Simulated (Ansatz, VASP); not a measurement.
B in VASP and in Ansatz

INCAR

```
ALGO = Normal ; EDIFF = 1E-6
ENCUT = 520 ; GGA = PE
ISIF = 2 ; ISMEAR = -1
LASPH = T ; LCHARG = F
LREAL = F ; LWAVE = F
NBANDS = 8 ; NELM = 60
PREC = Accurate ; SIGMA = 0.05
```

The input KPOINTS:

```
k-points
0
Gamma
  11 11 16
```

The input POSCAR:

```
B
1.0
    2.3769834089      0.0000000000      0.0000000000
    0.0000000000      2.3769834089      0.0000000000
    0.0000000000      0.0000000000      1.6066580510
B
1
Direct
    0.5000000000      0.5000000000      0.5000000000
```

File input.yaml:

```yaml
crystal:
  lattice:
    - [2.3769834089, 0.0, 0.0]
    - [0.0, 2.3769834089, 0.0]
    - [0.0, 0.0, 1.606658051]
  atoms:
    - { symbol: B, position: [0.5, 0.5, 0.5] }
hamiltonian:
  xc: pbe
  pseudopotentials: { kind: paw }
kpoints:
  mp_grid: { grid: [11, 11, 16] }
scf:
  occupations: { method: fermi_dirac, width: 0.05 }
output:
  forces: true
  stress: true
  eigenvalues: true
```

The cell was built by a generator and needn't be a form met in nature.

Alike in both runs: task single point; functional PBE; k mesh 11 × 11 × 16; occupations fermi-dirac, width 0.05 eV; no spin polarisation.

```csv
,VASP,Ansatz
version,VASP 6.6.1,Ansatz 0.2.0
potentials or method,"VASP PAW PBE potentials, release 64 (B)",Ansatz PAW
plane-wave cutoff (eV),520,420
valence electrons in the cell,3,3
```

|  | VASP | Ansatz | Ansatz less VASP |
| --- | --- | --- | --- |
| gap on the k mesh at the Fermi level (eV) | none | none | - |
| pressure (GPa) | -6.6 | -6.5 | +0.08 |
| largest component of the traceless stress (GPa) | 6.97 | 6.91 | -0.057 |

A gap of «none» marks a metal or a gap that the smearing closes.
